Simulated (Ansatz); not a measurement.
The cell is COD entry 1537623, as deposited and not checked against the literature; nothing was relaxed.

Input and log of a run on Pb: DFT, PBE, all-electron LAPW, scalar-relativistic (Ansatz 0.2.0).

```yaml
crystal:
  lattice:
    - [3.4800006906, 0.0, 0.0]
    - [-1.7400003453, 3.0137690032, 0.0]
    - [0.0, 0.0, 5.59]
  atoms:
    - { symbol: Pb, position: [0.3333333333, 0.6666666667, 0.25] }
    - { symbol: Pb, position: [0.6666666667, 0.3333333333, 0.75] }
kpoints:
  mp_grid: { grid: [14, 14, 8] }
  band_path:
    path:
      - [0.0, 0.0, 0.0]
      - [0.5, 0.0, 0.0]
      - [0.3333333333, 0.3333333333, 0.0]
      - [0.0, 0.0, 0.0]
      - [0.0, 0.0, 0.5]
      - [0.5, 0.0, 0.5]
      - [0.3333333333, 0.3333333333, 0.5]
      - [0.0, 0.0, 0.5]
      - [0.5, 0.0, 0.5]
    npoints: 8
scf:
  occupations: { method: fermi_dirac, width: 0.08 }
hamiltonian:
  xc: pbe
  pseudopotentials: { kind: all_electron, lapw: { basis_error: 0.0005 } }
output:
  forces: true
  stress: true
  eigenvalues: true
  populations: true
  dos: { projected: true, de: 0.2, e_range: [-14, 8] }
```

Output:

```
Pb: projections on atomic orbitals take those of the free atom 1s2 2s2 2p6 3s2 3p6 3d10 4s2 4p6 4d10 4f14 5s2 5p6 5d10 6s2 6p2, of charge +0.00 (hamiltonian.pseudopotentials.projection_atoms)
LAPW: plane waves up to 6.761 Å⁻¹, error target 5.0e-4 eV per atom; small_component_spin mean_spin; Pb in spheres of 1.721 Å, 36 of its electrons in bands, Dirac shells []
Engine: ansatz 0.2.0
Pseudopotentials: kind: all_electron
Pseudopotential: Pb, LAPW, valence charge 36, Koelling and Harmon's equation, gaussian nucleus
Functional definition: PBE
  parameter kappa = 0.804
  parameter beta = 0.06672455060314922
  exchange = pbe_x(kappa = kappa, mu = beta*pi^2/3)
  correlation = pbe_c(beta = beta)
Crystal: 2 atoms, lattice volume = 58.627 Å³
Basis set: ecut = 174.14045677920592 eV, 313 PW (Γ), exchange–correlation at level 2
Bands: 44, of which v1, the nominal top of the filled ones, is band 36 counted from 1 (35 counted from 0)
Symmetry: 24 space group operations
Space group: P63/mmc (ITA 194), of the structure as read, at distance tolerance 3.9e-5 Å
k-points: 120 of 1568
Non-local potential: Pb, projectors of the file, none
Initial density: superposition of atomic densities (chi_scale 0.1, normalization cell)
Initial wavefunctions: plane waves of lowest kinetic energy (no species holds an atomic orbital)
Functional: x = pbe(κ = 0.804, μ = 0.2195149727645171), c = pbe(β = 0.06672455060314922)
iter 1 solved again at ethr=7.29e-6 eV; its pass at ethr=1.00e-1 eV (dr2=5.25e-3 eV) is discarded
SCF iter   1: F=—  HF=-1136133.140732 eV  |F-HF|=—  |Δ(HF+E_count)|=         —  Δρ=3.34e-3  dr2=5.29e-3  ethr=7.29e-6  ⟨swp⟩=3.9  Hψ=34977  notcnv=0
preconditioner: auto → LDOS  [metal: Δε(μ)=0.011 eV  Ē_g=19.926 eV  σ=0.080 eV  W_gap=0.03  n_scr=22 (ndim 8)  ℏωp=25.7 eV  f_vac=0.021  D(μ)=1.18/eV (n_scr^D=2)  β→1.0]
iter 2 solved again at ethr=5.57e-7 eV; its pass at ethr=7.29e-6 eV (dr2=4.01e-4 eV) is discarded
SCF iter   2: F=—  HF=-1136133.132662 eV  |F-HF|=—  |Δ(HF+E_count)|=   8.07e-3  Δρ=1.04e-3  dr2=4.01e-4  ethr=5.57e-7  ⟨swp⟩=2.0  Hψ=26731  notcnv=0
SCF iter   3: F=—  HF=-1136133.116064 eV  |F-HF|=—  |Δ(HF+E_count)|=   1.66e-2  Δρ=7.25e-4  dr2=2.21e-4  ethr=5.57e-7  ⟨swp⟩=3.0  Hψ=17178  notcnv=0
SCF iter   4: F=—  HF=-1136133.115304 eV  |F-HF|=—  |Δ(HF+E_count)|=   7.61e-4  Δρ=2.71e-4  dr2=3.07e-5  ethr=3.07e-7  ⟨swp⟩=2.0  Hψ=15513  notcnv=0
SCF iter   5: F=—  HF=-1136133.115305 eV  |F-HF|=—  |Δ(HF+E_count)|=   1.76e-6  Δρ=7.41e-5  dr2=2.24e-6  ethr=4.27e-8  ⟨swp⟩=2.8  Hψ=15740  notcnv=0
SCF iter   6: F=-1136133.115309 eV  HF=-1136133.115309 eV  |F-HF|=4.94e-8  |Δ(HF+E_count)|=   3.67e-6  Δρ=8.27e-6  dr2=2.75e-8  ethr=3.11e-9  ⟨swp⟩=3.0  Hψ=15971  notcnv=0
SCF 1 converged in 6 iterations: F = -1136133.115309 eV  dr2 = 2.75e-8
NSCF: frozen V_eff on 65 k-points
SCF converged after 6 iterations
Free energy (F): -1136133.115309 eV
Harris-Foulkes:  -1136133.115309 eV  (|F-HF|=4.94e-8)
Internal energy: -1136133.090751 eV  (E = F + TS)
E sigma→0 (E₀):  -1136133.103030 eV
Entropy (-TS):   -0.024558 eV (-12.279 meV/atom)
Fermi energy:    16.303428 eV
--- Per-component energies (eV) ---
  E_band       = -4345.224147
  E_kinetic    = 1309945.036041
  E_xc         = -21161.845954
  E_electrostatic = -2424916.280838  (all electrons and nuclei)
  E_smearing   = -0.024558  (= −TS)
  E_closure    = 0.000000  (closes the sum)
  E_atoms      = -1136126.086703  (free atoms, spherical and without spin; not in F)
  Σ components = -1136133.115309   (vs F -1136133.115309, Δ=0.00e0)
  Basis errors (estimates in eV, not in F): energy 9.4e-5 per atom: plane waves 9.1e-5 (6.5e-5 summed), levels above the bands 3.5e-63, relativity 6.6e-9, radial functions 2.5e-6, core shells 1.8e-9; eigenvalues (radial functions only) 1.7e-5; not estimated: angular momenta, meshes, grids; target (lapw.basis_error) 5.0e-4; muffin-tin radii Pb 1.721 Å
--- Forces (eV/Å), atoms counted from 1 ---
  atom   1  Pb    -0.00000000    -0.00000000     0.00000000
  atom   2  Pb     0.00000000     0.00000000     0.00000000
  max |Σ_I F_I| component: 5.78e-19 eV/Å
--- Stress (GPa, compression-positive) ---
        3.432873       0.000000       0.000000
       -0.000000       3.432873       0.000000
        0.000000       0.000000       5.350845
  P = ⅓ Tr σ = 4.0722 GPa (40.722 kbar)
--- Band table (eV; the first three rows and the last of 120) ---
  k-point 0: bands = ["-123.3243", "-123.3242", "-112.3547", "-112.3547", "-112.3547", "-112.3547", "-112.3525", "-112.3525", "-112.3525", "-112.3525", "-112.3511", "-112.3511", "-112.3511", "-112.3511", "-112.3506", "-112.3506", "-65.1619", "-65.1619", "-65.1611", "-65.1611", "-65.1579", "-65.1537", "-0.8139", "-0.7657", "-0.7529", "-0.7529", "-0.7280", "-0.7280", "-0.6860", "-0.6860", "-0.4890", "-0.4890", "4.3500", "8.3326", "12.0041", "21.9004", "21.9004", "23.8071", "23.8071", "24.4786", "25.0926", "25.3594", "27.8291", "28.7158"]
  k-point 1: bands = ["-123.3243", "-123.3242", "-112.3547", "-112.3547", "-112.3547", "-112.3547", "-112.3525", "-112.3525", "-112.3525", "-112.3525", "-112.3511", "-112.3511", "-112.3511", "-112.3511", "-112.3506", "-112.3506", "-65.1619", "-65.1619", "-65.1611", "-65.1611", "-65.1577", "-65.1539", "-0.8109", "-0.7662", "-0.7617", "-0.7617", "-0.7325", "-0.7325", "-0.6686", "-0.6686", "-0.4929", "-0.4929", "4.4300", "7.9392", "12.5647", "21.9652", "21.9652", "23.4062", "23.7331", "23.7331", "25.1248", "25.3999", "27.5465", "28.4850"]
  k-point 2: bands = ["-123.3243", "-123.3242", "-112.3547", "-112.3547", "-112.3547", "-112.3547", "-112.3525", "-112.3525", "-112.3525", "-112.3525", "-112.3511", "-112.3511", "-112.3511", "-112.3511", "-112.3506", "-112.3506", "-65.1618", "-65.1618", "-65.1612", "-65.1612", "-65.1573", "-65.1543", "-0.8028", "-0.7733", "-0.7733", "-0.7681", "-0.7443", "-0.7443", "-0.6330", "-0.6330", "-0.5052", "-0.5052", "4.6707", "7.1482", "13.8560", "21.4236", "22.1537", "22.1537", "23.5173", "23.5173", "25.2203", "25.5031", "27.0866", "27.9386"]
  k-point 119: bands = ["-123.3242", "-123.3242", "-112.3547", "-112.3547", "-112.3547", "-112.3547", "-112.3525", "-112.3525", "-112.3525", "-112.3525", "-112.3511", "-112.3511", "-112.3511", "-112.3511", "-112.3506", "-112.3506", "-65.1637", "-65.1637", "-65.1633", "-65.1633", "-65.1554", "-65.1554", "-0.8192", "-0.8192", "-0.6933", "-0.6933", "-0.6566", "-0.6566", "-0.5974", "-0.5974", "-0.4793", "-0.4793", "9.2598", "9.2598", "13.5573", "13.5573", "15.0247", "15.0247", "21.5034", "21.5034", "25.3336", "25.3336", "25.9707", "25.9707"]
--- Löwdin populations: 2 sites ---
  site symbol       q [e]
     0     Pb     81.9777
     1     Pb     81.9777
  spilling = 0.000272 (of n_electrons = 164.000000)
```
